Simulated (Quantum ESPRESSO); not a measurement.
Input of a Quantum ESPRESSO 7.5 run:

The input run.py:

```python
import numpy as np
from ase.calculators.espresso import Espresso, EspressoProfile
from ase.io import read

atoms = read('AlN.xyz')

input_data = {
    'control': {'calculation': 'scf', 'prefix': 'pwscf', 'outdir': './tmp', 'tprnfor': True, 'tstress': True, 'disk_io': 'nowf'},
    'system': {'ecutwfc': 84.0, 'nbnd': 14, 'occupations': 'smearing', 'smearing': 'fd', 'degauss': 0.00367493},
    'electrons': {'conv_thr': 8e-10, 'electron_maxstep': 120, 'mixing_beta': 0.5},
}
pseudopotentials = {'N': 'N.upf', 'Al': 'Al.upf'}
profile = EspressoProfile(command='pw.x', pseudo_dir='pseudo')
dft = Espresso(profile=profile, input_data=input_data, pseudopotentials=pseudopotentials, kpts=(10, 10, 6), koffset=(0, 0, 0))
from ase.calculators.mixing import SumCalculator
from dftd4.ase import DFTD4
d4 = DFTD4(method='pbesol')
atoms.calc = SumCalculator([dft, d4])

from ase.eos import EquationOfState
from ase.units import GPa
cell, v, e = atoms.cell.copy(), [], []
for x in [0.94, 0.96, 0.98, 1.0, 1.02, 1.04, 1.06]:
    atoms.set_cell(cell * x ** (1 / 3), scale_atoms=True)
    v.append(atoms.get_volume() / len(atoms))
    e.append(atoms.get_potential_energy() / len(atoms))
    print(f'V {v[-1]:.6f} A^3/atom  E {e[-1]:.8f} eV/atom')
v0, e0, b0 = EquationOfState(v, e, eos='birchmurnaghan').fit()
print(f'V0 {v0:.5f} A^3/atom  E0 {e0:.6f} eV/atom  B0 {b0 / GPa:.2f} GPa')
```

Contents of AlN.xyz:

```xyz
4
Lattice="3.1130000000 0.0000000000 0.0000000000 -1.5565000000 2.6959370820 0.0000000000 0.0000000000 0.0000000000 4.9810000000" Properties=species:S:1:pos:R:3 pbc="T T T"
Al     1.5565000002      0.8986456939      2.4905000000
Al    -0.0000000002      1.7972913881      0.0000000000
N      1.5565000002      0.8986456939      4.3832800000
N     -0.0000000002      1.7972913881      1.8927800000
```

Potentials or basis: PseudoDojo 0.4.1 SR PBEsol standard.

Command:

```console
$ OMP_NUM_THREADS=1 python run.py
```

(1) Estimate the bulk modulus at fixed shape and positions.

(2) What does it give for the pressure derivative of the bulk modulus?

(3) Estimate the equilibrium volume.

## Answers

(1) 206 GPa.

(2) 3.9.

(3) 10.32 Å³/atom.

Caveat: the cell was scaled at fixed shape and fractional positions, which overstates the stiffness of a crystal with free parameters, most of all of layers and chains.
